**Problem.** Omega iron has three atoms in its hexagonal cell: one on a single site and two in a honeycomb layer. The table follows this cell under uniform compression and expansion, calculated with a density functional of the gradient-corrected kind. One curve starts ferromagnetic; in the other, spin polarisation is switched off, so zero moment is imposed.

Omega (AlB2-type) Fe, computed with Ansatz 0.2.0: revPBE, scalar-relativistic plane-wave PAW, 420 eV cutoff, Fermi-Dirac smearing of 0.05 eV (ferromagnetic start, k mesh 10×10×15) or 0.1 eV (non-magnetic, 11×11×14). Each start has its own relaxed cell, scaled uniformly. Energies are for zero smearing, relative to scale 1; pressures are at the stated smearing, positive in compression.

| volume scale | energy change, ferromagnetic start (meV/atom) | pressure, ferromagnetic start (GPa) | largest site moment, ferromagnetic start (μB) | energy change, non-magnetic start (meV/atom) | pressure, non-magnetic start (GPa) |
| --- | --- | --- | --- | --- | --- |
| 0.88 | 89.1 | 22.13 | 2.45 | 152.0 | 44.66 |
| 0.92 | 35.2 | 12.67 | 2.53 | 60.8 | 26.30 |
| 0.96 | 7.5 | 5.40 | 2.59 | 13.0 | 11.65 |
| 1 | 0.0 | -0.30 | 2.65 | 0.0 | -0.04 |
| 1.04 | 7.5 | -4.72 | 2.73 | 14.7 | -9.37 |
| 1.08 | 28.4 | -8.86 | 2.79 | 51.5 | -16.81 |
| 1.12 | 61.5 | -12.35 | 2.84 | 105.9 | -22.72 |

The volume scale $s$ is the volume divided by that of the relaxed cell. At $s=1$ the ferromagnetic cell has 12.40 Å³ per atom and the non-magnetic cell 10.59 Å³. The energies in the table count from separate zeros: at $s=1$ the ferromagnetic cell lies 118 meV per atom below the other.

**(a) How stiff is each cell near $s=1$, and does the difference come from the moment itself or from the volume? Why does the non-magnetic cell cost more energy to expand by 4 % than to compress by 4 %?**

**Solution.** Stiffness here is the bulk modulus, the pressure change per relative change of volume. From the rows on either side of $s=1$, the ferromagnetic cell has

$$B=-\frac{\Delta P}{\Delta s}=\frac{5.40+4.72}{0.08}\ \text{GPa}\approx 126\ \text{GPa}.$$

The same step gives about 263 GPa for the non-magnetic cell, twice as much. This compares equal scales, however, and therefore unequal volumes.

At an equal volume of about 11.7 Å³ per atom, the two stiffnesses are 171 GPa with the moment and 162 GPa without it. Most of the twofold difference has gone. The remaining few per cent can't be pinned on the moment, because the two cells also differ in shape: the ratio of height to width is 0.57 in the ferromagnetic cell and 0.63 in the other. The ferromagnetic cell is soft chiefly because it is large.

It is large because of how the d electrons fill their band. The lower states of the band bind neighbouring atoms and the upper ones weaken the bond. Iron's d band is more than half full, so building up a moment moves electrons from around the middle of the band in one spin to its strongly antibonding top in the other. The atoms move apart, and their weaker overlap then resists compression less.

In line with such a push, the ferromagnetic pressure is higher by about 29 GPa at equal volume. This extra pressure is almost the same at both ends of the volume range that the curves share. A constant extra pressure shifts a pressure curve without changing its slope, so this is the near agreement of the stiffnesses seen from another side.

A crystal usually stiffens when squeezed, so compression should cost more than an equal expansion. The non-magnetic cell does the opposite because of the choice of $s=1$. There the pressure is balanced at the stated smearing, which adds a net outward push of about 0.7 GPa. The cell is therefore already slightly stretched when judged by the energy at zero smearing. Further expansion by 4 % costs 14.7 meV per atom, while compression by 4 % costs only 13.0 meV, because it first undoes this stretch. The ferromagnetic cell, at $-0.30$ GPa, is slightly stretched as well, and its two costs come out equal.

**(b) Does compression destroy the moment, and does the energy gained from magnetism follow it? Can the moment explain why the ferromagnetic stiffness almost stops falling just above $s=1$?**

**Solution.** The moment shrinks but survives in every row. From $s=1$ to $s=0.88$, the largest site moment, which sits on the single site, falls by about 8 %. The honeycomb moments fall by about 16 %. Each honeycomb atom has five neighbours at about 2.4 Å, whereas the single site has only two so close. More close contacts mean stronger d overlap and a wider local band, which plausibly makes the honeycomb moments give way faster.

The energy gain shrinks much faster than the moment. At equal volume, with each cell in its own shape, it falls from about 214 to 40 meV per atom between 11.9 and 10.9 Å³, while the mean moment drops by less than a tenth. The gain is the balance of two larger terms: exchange favours parallel spins, and lifting electrons to higher band states costs energy. Compression widens the band and raises that cost, so the balance can nearly vanish while the moment is still large.

Ruthenium, below iron in the periodic table, shows where this argument leads. Its 4d orbitals reach further out and form wider bands, so polarisation should cost more than it earns. A ferromagnetic start would then be expected to lose its moment, and both starts would give the same curve.

The ferromagnetic stiffness falls from 140 to 113 GPa across $s=1$, but only to 110 GPa over the next step, before it drops to 96 GPa over the last. A moment that is free to grow on expansion makes the cell softer than it would be with the moment held fixed, because the growth relieves part of the strain. This growth slows markedly above $s=1.04$, so the softening may fade there and hold the stiffness up. Over the last step the growth slows less, and the stiffness falls again. The plateau is no slip in a single pressure: above $s=1$, the free energies of the same runs give the same mean pressures between rows to within 0.1 GPa. Its link to the moment remains a guess, and a finer k mesh could still change the plateau.

**(c) A press sets the pressure, not the volume. Estimate the pressure at which the non-magnetic cell becomes the more stable of the two, and test the estimate against the compressed rows.**

**Solution.** At fixed pressure $P$ the stable state has the lower enthalpy $H=E+PV$, where $E$ is the energy and $V$ the volume per atom. The ferromagnetic cell starts with an energy lead $\Delta E$ but must hold an extra volume $\Delta V$ against the pressure. If both keep their values at $s=1$, the lead is used up at

$$P^*\approx\frac{\Delta E}{\Delta V}=\frac{0.1183\ \text{eV}}{(12.40-10.59)\ \text{Å}^3}=0.0654\ \text{eV/Å}^3\approx 10.5\ \text{GPa}.$$

The enthalpies worked out from the compressed rows cross at about 12.4 GPa. The estimate, which uses only the two cells at $s=1$, is thus about 15 % below that crossing. It errs in the direction that part (a) leads one to expect. The softer ferromagnetic cell shrinks faster, so its extra volume falls from 1.81 to 1.27 Å³ near the crossing, and each further gigapascal costs it less.

The ferromagnetic row at $s=0.88$ has therefore passed the crossing. At its pressure of 22 GPa it lies 73 meV per atom above the non-magnetic cell in enthalpy, although it is still the lower in energy at equal volume. The two statements agree, because under a press the non-magnetic cell is free to take a much smaller volume.

Between these two states, the loss of magnetism would be a jump in both moment and volume, not a gradual fading. The calculation keeps its moment beyond the crossing because each run fixes the volume, and at that volume the moment still lowers the energy. An antiferromagnetic or low-moment state, which was not tried, could come in between. Real iron takes other structures altogether: body-centred cubic at ordinary conditions and hexagonal close-packed at high pressure. The functional revPBE tends to make solids too large, the PAW datasets were made for PBE, and the two cells were run with different smearing widths. The structure is also held in its symmetry, so it may be dynamically unstable. The 12 GPa is thus a crossing within omega iron, not a prediction for a piece of iron in a press.

The output below lists the stiffnesses, moments and enthalpy differences used here.

Printed output of the fit:

```
Stiffness over the step that ends at each row:
   row  FM mid volume A3  FM stiffness GPa  NM mid volume A3  NM stiffness GPa
  0.92             11.16             212.8             9.531             413.1
  0.96             11.66             170.8             9.955             344.3
   1.0             12.15             139.6             10.38             286.4
  1.04             12.65             112.7              10.8             237.9
  1.08             13.14             109.7             11.23             197.2
  1.12             13.64             95.97             11.65             162.5
Moments in muB:
   row  each honeycomb site  cell mean per atom  step in cell mean
  0.88                2.179               2.272                n/a
  0.92                2.313               2.379             0.1071
  0.96                 2.46               2.486             0.1069
   1.0                2.586               2.582            0.09632
  1.04                2.696               2.674            0.09167
  1.08                2.759               2.726            0.05287
  1.12                2.804               2.765            0.03852
Ferromagnetic stiffness around scale 1 in GPa: 126.5
Non-magnetic stiffness around scale 1 in GPa: 262.7
Extra volume of the ferromagnetic cell at scale 1 in percent: 17.09
Energy lead of the ferromagnetic cell at scale 1 in meV per atom: 118.3
Extra pressure from magnetism at the volume of ferromagnetic 0.88 in GPa: 29.26
Extra pressure from magnetism at the volume of non-magnetic 1.12 in GPa: 28.75
Energy gain from magnetism at the volume of ferromagnetic 0.88 in meV per atom: 40.41
Energy gain from magnetism at the volume of non-magnetic 1.12 in meV per atom: 214.3
Fall of the largest site moment from scale 1 to 0.88 in percent: 7.547
Fall of the honeycomb site moment from scale 1 to 0.88 in percent: 15.74
Contact within the honeycomb at ferromagnetic scale 1 in A: 2.438
Contact between single site and honeycomb at ferromagnetic scale 1 in A: 2.719
Enthalpy FM less NM at the pressure of ferromagnetic 0.96 in meV per atom: -63.21
Enthalpy FM less NM at the pressure of ferromagnetic 0.92 in meV per atom: 2.14
Enthalpy FM less NM at the pressure of ferromagnetic 0.88 in meV per atom: 73.02
Pressure where the two enthalpies cross in GPa: 12.4
Simple estimate of the crossing from lead over volume difference in GPa: 10.48
Volume difference FM less NM at the pressure of ferromagnetic 0.92 in A3 per atom: 1.271
Pressure from smearing entropy in the non-magnetic cell near scale 1 in GPa: 0.6572
Non-magnetic energy at 1.04 less that at 0.96 in meV per atom: 1.7
```
